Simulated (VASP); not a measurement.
# SiC (Moissanite 3C) (F-43m) in VASP: notebook

Runs on SiC (Moissanite 3C). Level: r2SCAN. Tasks: single point.

Everything below comes from runs of VASP 6.6.1. Logs are shortened: lines on timing, memory, paths and dates and some standing lists are left out, and cuts for length are marked.

## Step 1: The structure

The structure is cubic, space group F-43m (No. 216). The conventional cell has a = 4.358 Å, b = 4.358 Å, c = 4.358 Å, α = 90.00°, β = 90.00°, γ = 90.00°. Si (site symmetry -43m) has 4 C at 1.89 Å as nearest neighbours. Around C (site symmetry -43m) lie 4 Si at 1.89 Å.

## Step 2: Single point, r2SCAN

INCAR reads:

```
PREC     = Accurate       # precision mode
ENCUT    = 520            # plane-wave cutoff, eV
EDIFF    = 1E-7           # SCF threshold, eV
ISMEAR   = 0              # smearing method
SIGMA    = 0.05           # smearing width, eV
LREAL    = F              # projectors in reciprocal space
LASPH    = T              # aspherical terms in the spheres
NELM     = 100            # most SCF steps
ALGO     = Normal         # electronic algorithm
ISIF     = 2              # what is computed and relaxed
LWAVE    = F              # write WAVECAR
LCHARG   = F              # write CHGCAR
METAGGA  = R2SCAN         # meta-GGA
LMIXTAU  = T            
ADDGRID  = F
```

KPOINTS reads:

```
regular mesh
0
Gamma
  4 4 4
```

POSCAR reads:

```
SiC
1.0
    0.0000000000      2.1790000000      2.1790000000
    2.1790000000      0.0000000000      2.1790000000
    2.1790000000      2.1790000000      0.0000000000
Si C
1 1
Direct
    0.0000000000      0.0000000000      0.0000000000
    0.7500000000      0.7500000000      0.7500000000
```

Potentials or basis: VASP PAW PBE potentials, release 64 (Si, C).

Command:

```
$ cat potpaw_PBE.64/Si/POTCAR potpaw_PBE.64/C/POTCAR > POTCAR
$ mpirun -np 1 vasp_std > vasp.out
```

OUTCAR:

```text
PREC = Accurate
   ENCUT = 520
   EDIFF = 1E-7
   ISMEAR = 0
   LREAL = F
   LASPH = T
   NELM = 100
   ISIF = 2
   METAGGA = R2SCAN

 Found      8 irreducible k-points:

 Following reciprocal coordinates:
            Coordinates               Weight
  0.000000  0.000000  0.000000      1.000000
  0.250000  0.000000  0.000000      8.000000
  0.500000  0.000000  0.000000      4.000000
  0.250000  0.250000  0.000000      6.000000
  0.500000  0.250000  0.000000     24.000000
 -0.250000  0.250000  0.000000     12.000000
   k-points           NKPTS =      8   k-points in BZ     NKDIM =      8   number of bands    NBANDS=      8
   number of dos      NEDOS =    301   number of ions     NIONS =      2
   total plane-waves  NPLWV =  13824
   dimension x,y,z NGX =    24 NGY =   24 NGZ =   24
   dimension x,y,z NGXF=    48 NGYF=   48 NGZF=   48
   ions per type =               1   1
   NGX,Y,Z   is equivalent  to a cutoff of  12.95, 12.95, 12.95 a.u.
   NGXF,Y,Z  is equivalent  to a cutoff of  25.90, 25.90, 25.90 a.u.
 SYSTEM =  unknown system
   PREC   = accura    normal or accurate (medium, high low for compatibility)
   ISTART =      0    job   : 0-new  1-cont  2-samecut
   ICHARG =      2    charge: 1-file 2-atom 10-const
   ISPIN  =      1    spin polarized calculation?
   LNONCOLLINEAR =      F non collinear calculations
   LSORBIT =      F    spin-orbit coupling
   LASPH  =      T    aspherical Exc in radial PAW
   ENCUT  =  520.0 eV  38.22 Ry    6.18 a.u.   5.73  5.73  5.73*2*pi/ulx,y,z
   NELM   =    100;   NELMIN=  2; NELMDL= -5     # of ELM steps
   EDIFF  = 0.1E-06   stopping-criterion for ELM
   LREAL  =      F    real-space projection
   EDIFFG = 0.1E-05   stopping-criterion for IOM
   NSW    =      0    number of steps for IOM
   IBRION =     -1    ionic relax: 0-MD 1-quasi-New 2-CG
   NFREE  =      0    steps in history (QN), initial steepest desc. (CG)
   ISIF   =      2    stress and relaxation
   ISYM   =      2    0-nonsym 1-usesym 2-fastsym
   POTIM  = 0.5000    time-step for ionic-motion
   TEBEG  =    0.0;   TEEND  =   0.0 temperature during run
   PSTRESS=    0.0 pullay stress
   NELECT =       8.0000    total number of electrons
   NUPDOWN=      -1.0000    fix difference up-down
   EMIN   =  10.00;   EMAX   =-10.00  energy-range for DOS
   EFERMI =   0.00;   METHOD = LEGACY
   ISMEAR =     0;   SIGMA  =   0.05  broadening in eV -4-tet -1-fermi 0-gaus
   EFERMI_NEDOS =   21; number of points for ismear=-14 and -15
   IALGO  =     38    algorithm
   IMIX   =      4    mixing-type and parameters
     AMIX     =   0.40;   BMIX     =  1.00
     AMIX_MAG =   1.60;   BMIX_MAG =  1.00
  volume/ion in A,a.u.               =      10.35        69.82
  Fermi-wavevector in a.u.,A,eV,Ry     =   1.192626  2.253736 19.352338  1.422357
  Thomas-Fermi vector in A             =   2.328660
   LORBIT       =      0    0 simple, 1 ext, 2 COOP (PROOUT), +10 PAW based schemes
   METAGGA = R2SCAN    functional components
   LHFCALC =     F    Hartree Fock is set to
   AEXX    =    0.0000 exact exchange contribution
   IVDW    =     0    specifies the selected vdW correction
   LEPSILON=     F    determine dielectric tensor
   LRPA    =     F    only Hartree local field effects (RPA)
 non-spin polarized calculation
 Gauss-broadening in eV      SIGMA  =   0.05
  energy-cutoff  :      520.00
  volume of cell :       20.69
 maximum number of plane-waves:       568
 NGX is ok and might be reduce to    24
   NGX = 11   NGY = 11   NGZ = 11

 number of electron       8.0000001 magnetization

 Free energy of the ion-electron system (eV)
  ---------------------------------------------------
  ext. energy  EPLUGINS =         0.00000000
  ---------------------------------------------------
  free energy    TOTEN  =       -19.20649400 eV

  energy without entropy =      -19.20649400  energy(sigma->0) =      -19.20649400

 E-fermi :   8.3100     XC(G=0): -11.9171

 val. band max:        8.0333419469   @ k =   0.0000   0.0000   0.0000
 cond. band min:       9.7183953104   @ k =   0.5000   0.5000   0.0000
 fundamental gap:      1.6850533635
 Fermi energy:         8.3100080748

 k-point     1 :       0.0000    0.0000    0.0000
  band No.  band energies     occupation
      1      -8.1628      2.00000
      2       8.0333      2.00000
      3       8.0333      2.00000
      4       8.0333      2.00000
      5      14.8609      0.00000
      6      15.8426      0.00000
      7      15.8426      0.00000
      8      15.8426      0.00000

 k-point     2 :       0.2500    0.0000    0.0000
  band No.  band energies     occupation
      1      -6.9258      2.00000
      2       3.5502      2.00000
      3       7.3945      2.00000
      4       7.3945      2.00000
      5      14.5662      0.00000
      6      16.4779      0.00000
      7      16.4779      0.00000
      8      18.1918      0.00000

 k-point     3 :       0.5000    0.0000    0.0000
  band No.  band energies     occupation
      1      -4.5296      2.00000
      2      -0.8102      2.00000
      3       6.9220      2.00000
      4       6.9220      2.00000
      5      14.0005      0.00000
      6      15.7430      0.00000
      7      15.7430      0.00000
      8      18.9614      0.00000

 k-point     4 :       0.2500    0.2500    0.0000
  band No.  band energies     occupation
      1      -6.5090      2.00000
      2       4.5184      2.00000
      3       6.0044      2.00000
      4       6.0044      2.00000
      5      12.5316      0.00000
      6      14.8989      0.00000
      7      19.3643      0.00000
      8      19.3643      0.00000

 k-point     5 :       0.5000    0.2500    0.0000
  band No.  band energies     occupation
      1      -4.1164      2.00000
      2       0.6870      2.00000
      3       3.9235      2.00000
      4       5.6085      2.00000
      5      12.1851      0.00000
      6      16.6359      0.00000
      7      19.2304      0.00000
      8      19.3033      0.00000

 k-point     6 :      -0.2500    0.2500    0.0000
  band No.  band energies     occupation
      1      -5.0497      2.00000
      2       1.8249      2.00000
      3       3.5344      2.00000
      4       6.7879      2.00000
      5      14.0649      0.00000
      6      17.4943      0.00000
      7      17.6849      0.00000
      8      18.6830      0.00000

 [... further k-points ...]

------------------------ aborting loop because EDIFF is reached ----------------------------------------

  FORCE on cell =-STRESS in cart. coord.  units (eV):
  Direction    XX          YY          ZZ          XY          YZ          ZX
  --------------------------------------------------------------------------------------
  -------------------------------------------------------------------------------------
  Total       -0.0161432     -0.0161432     -0.0161432      0.0000000     -0.0000000      0.0000000
  in kB       -1.2499660     -1.2499660     -1.2499660      0.0000000     -0.0000000      0.0000000
  external PRESSURE =      -1.2499660 kB  Pullay stress =       0.0000000 kB

 VOLUME and BASIS-vectors are now :
 -----------------------------------------------------------------------------
  energy-cutoff  :      520.00
  volume of cell :       20.69
      direct lattice vectors                 reciprocal lattice vectors
     0.000000000  2.179000000  2.179000000    -0.229463056  0.229463056  0.229463056
     2.179000000  0.000000000  2.179000000     0.229463056 -0.229463056  0.229463056
     2.179000000  2.179000000  0.000000000     0.229463056  0.229463056 -0.229463056

 POSITION                                       TOTAL-FORCE (eV/Angst)
 -----------------------------------------------------------------------------------
      0.00000      0.00000      0.00000         0.000000     -0.000000      0.000000
      3.26850      3.26850      3.26850        -0.000000      0.000000     -0.000000
 -----------------------------------------------------------------------------------
    total drift:                                0.000001      0.000001      0.000001

  FREE ENERGIE OF THE ION-ELECTRON SYSTEM (eV)
  ---------------------------------------------------
  free  energy   TOTEN  =       -19.2064939998 eV

  energy  without entropy=      -19.2064939998  energy(sigma->0) =      -19.20649400
```

It took 7.6 s on 1 thread of Intel Xeon 6975P-C (Granite Rapids), shared host; peak memory 0.13 GiB.

These settings aren't checked as converged: the numbers below hold their error.

Results:

| Property | Result |
| --- | --- |
| Free energy | -19.2065 eV |
| Pressure | -0.1 GPa |
| Band gap on the k mesh | 1.69 eV, indirect (least direct gap 5.03 eV) |

Caveat: the k mesh is coarse (spacing up to 0.62 Å⁻¹), so the values aren't converged; the PAW data sets were made with another functional, which shifts forces and pressure a little.

## Step 3: Single point, r2SCAN

Changes to INCAR since step 2:

```diff
@@ -1,3 +1,3 @@
 PREC     = Accurate       # precision mode
-ENCUT    = 520            # plane-wave cutoff, eV
+ENCUT    = 340            # plane-wave cutoff, eV
 EDIFF    = 1E-7           # SCF threshold, eV
```

KPOINTS reads:

```
regular mesh
0
Gamma
  5 5 5
```

POSCAR is that of step 2.

Potentials or basis: VASP PAW PBE potentials, release 64 (Si, C).

Command:

```
$ cat potpaw_PBE.64/Si/POTCAR potpaw_PBE.64/C/POTCAR > POTCAR
$ mpirun -np 1 vasp_std > vasp.out
```

Wall time 7.3 s (1 thread of Intel Xeon 6975P-C (Granite Rapids), shared host); peak memory 0.11 GiB.

The run converged, but a check on its numbers failed (symmetry, net force, bounds or a known fault of this set-up), so they aren't taken as properties of the crystal.

Caveat: the k mesh is coarse (spacing up to 0.50 Å⁻¹), so the values aren't converged; the cutoff lies under the usual one of these potentials, so the numbers hold a large basis-set error; the PAW data sets were made with another functional, which shifts forces and pressure a little; an odd mesh through Γ misses points on the zone boundary, where band edges often lie.

## Step 4: Single point, r2SCAN

Changes to INCAR since step 3:

```diff
@@ -1,3 +1,3 @@
 PREC     = Accurate       # precision mode
-ENCUT    = 340            # plane-wave cutoff, eV
+ENCUT    = 400            # plane-wave cutoff, eV
 EDIFF    = 1E-7           # SCF threshold, eV
```

KPOINTS is that of step 3.

POSCAR is that of step 3.

Command:

```
$ cat potpaw_PBE.64/Si/POTCAR potpaw_PBE.64/C/POTCAR > POTCAR
$ mpirun -np 1 vasp_std > vasp.out
```

It took 7.2 s on 1 thread of Intel Xeon 6975P-C (Granite Rapids), shared host; peak memory 0.11 GiB.

These settings aren't checked as converged: the numbers below hold their error.

What came out:

```yaml
Free_energy: -19.3026 eV
Band_gap_on_the_k_mesh: 2.20 eV, indirect (least direct gap 5.32 eV)
```

Caveat: the k mesh is coarse (spacing up to 0.50 Å⁻¹), so the values aren't converged; the cutoff is under 1.25 times the usual one of these potentials, so pressure, stress and relaxed cells hold a basis-set (Pulay) error; the PAW data sets were made with another functional, which shifts forces and pressure a little; an odd mesh through Γ misses points on the zone boundary, where band edges often lie.

## Step 5: Single point, r2SCAN

Changes to INCAR since step 4:

```diff
@@ -1,3 +1,3 @@
 PREC     = Accurate       # precision mode
-ENCUT    = 400            # plane-wave cutoff, eV
+ENCUT    = 650            # plane-wave cutoff, eV
 EDIFF    = 1E-7           # SCF threshold, eV
```

KPOINTS reads:

```
regular mesh
0
Gamma
  4 4 4
```

POSCAR is that of step 4.

Potentials or basis: VASP PAW PBE potentials, release 64 (Si, C).

Command:

```
$ cat potpaw_PBE.64/Si/POTCAR potpaw_PBE.64/C/POTCAR > POTCAR
$ mpirun -np 1 vasp_std > vasp.out
```

OUTCAR:

```text
PREC = Accurate
   ENCUT = 650
   EDIFF = 1E-7
   ISMEAR = 0
   LREAL = F
   LASPH = T
   NELM = 100
   ISIF = 2
   METAGGA = R2SCAN

 Found      8 irreducible k-points:

 Following reciprocal coordinates:
            Coordinates               Weight
  0.000000  0.000000  0.000000      1.000000
  0.250000  0.000000  0.000000      8.000000
  0.500000  0.000000  0.000000      4.000000
  0.250000  0.250000  0.000000      6.000000
[... 142 lines left out ...]

 [... further k-points ...]

------------------------ aborting loop because EDIFF is reached ----------------------------------------

  FORCE on cell =-STRESS in cart. coord.  units (eV):
  Direction    XX          YY          ZZ          XY          YZ          ZX
  --------------------------------------------------------------------------------------
  -------------------------------------------------------------------------------------
  Total       -0.0446284     -0.0446284     -0.0446284      0.0000000      0.0000000      0.0000000
  in kB       -3.4555761     -3.4555761     -3.4555761      0.0000000      0.0000000      0.0000000
  external PRESSURE =      -3.4555761 kB  Pullay stress =       0.0000000 kB

 VOLUME and BASIS-vectors are now :
 -----------------------------------------------------------------------------
  energy-cutoff  :      650.00
  volume of cell :       20.69
      direct lattice vectors                 reciprocal lattice vectors
     0.000000000  2.179000000  2.179000000    -0.229463056  0.229463056  0.229463056
     2.179000000  0.000000000  2.179000000     0.229463056 -0.229463056  0.229463056
     2.179000000  2.179000000  0.000000000     0.229463056  0.229463056 -0.229463056

 POSITION                                       TOTAL-FORCE (eV/Angst)
 -----------------------------------------------------------------------------------
      0.00000      0.00000      0.00000        -0.000000      0.000000      0.000000
      3.26850      3.26850      3.26850         0.000000     -0.000000      0.000000
 -----------------------------------------------------------------------------------
    total drift:                               -0.000000     -0.000000     -0.000000

  FREE ENERGIE OF THE ION-ELECTRON SYSTEM (eV)
  ---------------------------------------------------
  free  energy   TOTEN  =       -19.2106543938 eV

  energy  without entropy=      -19.2106543938  energy(sigma->0) =      -19.21065439
```

OSZICAR:

```text
N       E                     dE             d eps       ncg     rms          rms(c)
DAV:   1     0.951227347177E+01    0.95123E+01   -0.50195E+03   128   0.108E+03
DAV:   2    -0.217027404109E+02   -0.31215E+02   -0.30871E+02   192   0.124E+02
DAV:   3    -0.222632223047E+02   -0.56048E+00   -0.56048E+00   144   0.218E+01
[... 11 lines left out ...]
DAV:  15    -0.192106508081E+02    0.24138E-05   -0.31132E-06   160   0.215E-02    0.629E-03
DAV:  16    -0.192106535948E+02   -0.27866E-05   -0.88415E-07   176   0.915E-03    0.269E-03
DAV:  17    -0.192106541517E+02   -0.55689E-06   -0.10352E-06   128   0.818E-03    0.404E-03
DAV:  18    -0.192106544715E+02   -0.31987E-06   -0.10155E-07    64   0.334E-03    0.682E-04
DAV:  19    -0.192106543938E+02    0.77795E-07   -0.18094E-08    64   0.139E-03
   1 F= -.19210654E+02 E0= -.19210654E+02  d E =-.601699E-16
```

stdout:

```text
POSCAR found type information on POSCAR SiC
 POSCAR found :  2 types and       2 ions
 scaLAPACK will be used
 -----------------------------------------------------------------------------
|                                                                             |
|                                                                             |
|     You enforced a specific xc type in the INCAR file but a different       |
|     I HOPE YOU KNOW WHAT YOU ARE DOING!                                     |
|                                                                             |
 -----------------------------------------------------------------------------

 LDA part: xc-table for (None), standard interpolation
 POSCAR, INCAR and KPOINTS ok, starting setup
 FFT: planning ... GRIDC
 FFT: planning ... GRID_SOFT
 FFT: planning ... GRID
 WAVECAR not read
 entering main loop
```

It took 10 s on 1 thread of Intel Xeon 6975P-C (Granite Rapids), shared host; peak memory 0.15 GiB.

The run converged, but some of its settings lie outside the range that counts as converged, so its numbers aren't taken as properties of the crystal.

What came out:

| Quantity | Value |
| --- | --- |
| Free energy | -19.2107 eV |
| Pressure | -0.3 GPa |
| Band gap on the k mesh | 1.69 eV, indirect (least direct gap 5.03 eV) |

Caveat: the k mesh is coarse (spacing up to 0.62 Å⁻¹), so the values aren't converged; the PAW data sets were made with another functional, which shifts forces and pressure a little.

[end of part 1 of 2]
